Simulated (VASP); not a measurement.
Write the native input for VASP 6.6.1 that does the following.

```yaml
Task: single point
Functional: PBE
Potentials_or_basis: VASP PAW PBE potentials, release 64 (C, O, H)
Cutoff: 520 eV
k_mesh: 1 × 1 × 1
Occupations: fermi-dirac, width 0.05 eV
Spin: no spin polarisation
Dipole_correction: no
Further_INCAR_settings: LREAL = Auto; ALGO = Fast; EDIFF = 1e-07; NBANDS = 66
```

The structure of H4CO lies in POSCAR:

```
H4CO
1.0
    7.6185600000      0.0000000000      0.0000000000
    0.0000000000      7.6185600000      0.0000000000
    0.0000000000      0.0000000000      7.6185600000
C O H
6 6 24
Direct
    0.7343883383      0.6410337714      0.6150001694
    0.2757678505      0.5396024396      0.8358862139
    0.1049178503      0.8823626764      0.3437929637
    0.9044071292      0.3282648851      1.0725265358
    0.6669924767      0.1271126126      0.6204086016
    0.6070025486      0.8802728471      0.0955504671
    0.8502776599      0.7362721898      0.7234404861
    0.2316423884      0.3647831519      0.7771332290
    0.0582420118      0.8716478436      0.1614964941
    1.0336301669      0.1989994996      1.0283719712
    0.7472253267      0.1950467983      0.4657022481
    0.7416432045      0.7528633731      0.0676674513
    0.7908638458      0.6347426372      0.4815759840
    0.8037662492      0.7370528394      0.8452615113
    0.7130667812      0.5056163140      0.6633097718
    0.6031012478      0.7038263551      0.6024602456
    0.1521540627      0.6043185156      0.8704670868
    0.3396410683      0.3065034837      0.7410271807
    0.3633818620      0.5362496437      0.9511740178
    0.3386541514      0.6149983586      0.7297260182
    0.0967296664      0.7497423781      0.3992836325
    0.0553723475      0.9933949900      0.1136581321
    0.2405465086      0.9308006923      0.3595765225
    0.0149283602      0.9683291927      0.4173412352
    0.8077395725      0.2664994786      1.1609526444
    1.1102796747      0.2483510825      0.9367406820
    0.9643359507      0.4412520230      1.1407383709
    0.8356661039      0.3777233830      0.9539493966
    0.5753841734      0.0237375893      0.5769660834
    0.8293125863      0.2866329665      0.5021255216
    0.7639132084      0.0687286806      0.7123054224
    0.5904939387      0.2309215147      0.6914604072
    0.4791089145      0.8136104995      0.0885541824
    0.8553027202      0.8004224957      0.1125220832
    0.6192508473      0.9434409713      0.2249764082
    0.6100860064      0.9845798264     -0.0052087719
```

The cell was built by a generator and needn't be a form met in nature.

These files were run (other wordings do the same):

INCAR

```
PREC = Accurate ; ENCUT = 520
EDIFF = 1E-7 ; ISMEAR = -1
SIGMA = 0.05 ; LREAL = Auto
LASPH = T ; NELM = 100
ALGO = Fast ; ISIF = 2
LWAVE = F ; LCHARG = T
GGA = PE ; LELF = T
LVHAR = T ; NBANDS = 66
```

KPOINTS

```
regular mesh
0
Gamma
  1 1 1
```

Potentials or basis: VASP PAW PBE potentials, release 64 (C, O, H).

Command:

```sh
$ cat potpaw_PBE.64/C/POTCAR potpaw_PBE.64/O/POTCAR potpaw_PBE.64/H/POTCAR > POTCAR
$ mpirun -np 1 vasp_gam > vasp.out
```

Results of the run:

| Item | Value |
| --- | --- |
| Pressure | -0.2 GPa |
| Largest force | 0.348 eV/Å |
| Band gap on the k mesh | 4.42 eV, direct |

Run time: 42 s on 1 thread of Intel(R) Xeon(R) 6975P-C (Granite Rapids), on a shared host, peak memory 0.49 GiB.
